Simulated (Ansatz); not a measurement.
Molecular dynamics on a 2×2×1 supercell (12 atoms) of SnS2 (P-3m1), relaxed with r2SCAN+rVV10. Forces come from r2SCAN in Ansatz 0.2.0: a Nosé-Hoover thermostat at fixed volume, 800 K, steps of 1.5 fs. Computed, non-magnetic; the trajectory is short and the cell small, so nothing here is a converged average.

```yaml
crystal:
  lattice:
    - [7.3215149377, 0.0, 0.0]
    - [-3.6607574689, 6.3406179303, 0.0]
    - [0.0, 0.0, 5.9618049349]
  atoms:
    - { symbol: Sn, position: [0.0, 0.0, 0.0] }
    - { symbol: S, position: [0.1666666667, 0.3333333333, 0.2455903383] }
    - { symbol: S, position: [0.3333333333, 0.1666666667, 0.7544096617] }
    - { symbol: Sn, position: [0.0, 0.5, 0.0] }
    - { symbol: S, position: [0.1666666667, 0.8333333333, 0.2455903383] }
    - { symbol: S, position: [0.3333333333, 0.6666666667, 0.7544096617] }
    - { symbol: Sn, position: [0.5, 0.0, 0.0] }
    - { symbol: S, position: [0.6666666667, 0.3333333333, 0.2455903383] }
    - { symbol: S, position: [0.8333333333, 0.1666666667, 0.7544096617] }
    - { symbol: Sn, position: [0.5, 0.5, 0.0] }
    - { symbol: S, position: [0.6666666667, 0.8333333333, 0.2455903383] }
    - { symbol: S, position: [0.8333333333, 0.6666666667, 0.7544096617] }
kpoints:
  mp_grid: { grid: [3, 3, 2] }
hamiltonian:
  xc: r2scan
scf:
  occupations: { method: fermi_dirac, width: 0.069 }
md:
  ensemble: nvt_nose_hoover
  temperature: 800
  timestep: 1.5
  n_steps: 30
  initial_velocities: maxwell_boltzmann
  seed: 4463
```

Run as `ansatz run input.yaml --threads 4 --pin off --max-ram 3686MiB --backend cpu --events-out ev --progress --plain --runs-dir out`.

Question: What wall time did it need on 4 threads of Arm Neoverse V2 (shared host), load about 0.9 per core, and how much host memory at the peak?

Answer: About 3.2 min, with a peak of 1.3 GiB.

```tsv
step	t (fs)	T (K)	free energy F from step 0 (meV/atom)	kinetic energy (meV/atom)	largest force (eV/Å)
0	0	800	0.0	94.8	0.03
1	1.5	797	0.3	94.5	0.16
2	3	789	1.3	93.5	0.31
3	4.5	775	2.9	91.9	0.45
4	6	757	5.1	89.7	0.59
5	7.5	734	7.8	87.0	0.72
6	9	708	11.0	83.8	0.86
7	10.5	678	14.5	80.3	0.99
8	12	646	18.3	76.6	1.12
9	13.5	613	22.3	72.6	1.24
10	15	578	26.4	68.5	1.36
11	16.5	543	30.6	64.4	1.47
12	18	509	34.7	60.3	1.57
13	19.5	476	38.6	56.4	1.67
14	21	445	42.4	52.8	1.76
15	22.5	417	45.8	49.4	1.84
16	24	391	48.9	46.4	1.90
17	25.5	369	51.6	43.7	1.96
18	27	351	53.9	41.6	2.01
19	28.5	337	55.6	39.9	2.05
20	30	326	57.0	38.6	2.07
21	31.5	320	57.8	37.9	2.08
22	33	317	58.2	37.6	2.09
23	34.5	318	58.2	37.7	2.08
24	36	323	57.9	38.2	2.06
25	37.5	329	57.2	39.0	2.03
26	39	339	56.3	40.1	1.99
27	40.5	350	55.1	41.4	1.95
28	42	361	53.9	42.8	1.89
29	43.5	374	52.7	44.3	1.83
30	45	386	51.5	45.7	1.76
```

The temperature starts at 800 K, is lowest at step 22 (317 K, 33 fs) and ends at 386 K. The thermostat hasn't had time to restore it. The atoms start on their lattice sites with kinetic energy alone, so much of it first passes into potential energy. By the last step the atoms have moved 0.15 Å in the root mean square, the drift of the whole cell taken out, 0.25 Å at most.

Positions (Å) and forces (eV/Å) at step 30:
```
Sn  -0.133  -0.096   0.143    -0.206   0.824  -0.722
S   -0.006   2.166   1.363    -0.232  -0.219   0.425
S    1.997   1.113   4.415    -0.658  -0.658   0.388
Sn  -1.757   3.353  -0.167    -0.532  -1.597   0.531
S   -1.902   5.341   1.469     0.259  -0.219   0.068
S    0.037   4.275   4.467     0.323   0.166  -0.142
Sn   3.652   0.038   0.043     0.200   0.247  -0.394
S    3.740   2.163   1.463     0.213   0.056  -0.003
S    5.491   0.981   4.499     0.410   0.344   0.345
Sn   1.903   3.007   0.009    -0.413   0.765   0.042
S    1.681   5.256   1.554     0.438  -0.276  -0.316
S    3.588   4.211   4.518     0.197   0.568  -0.220
```
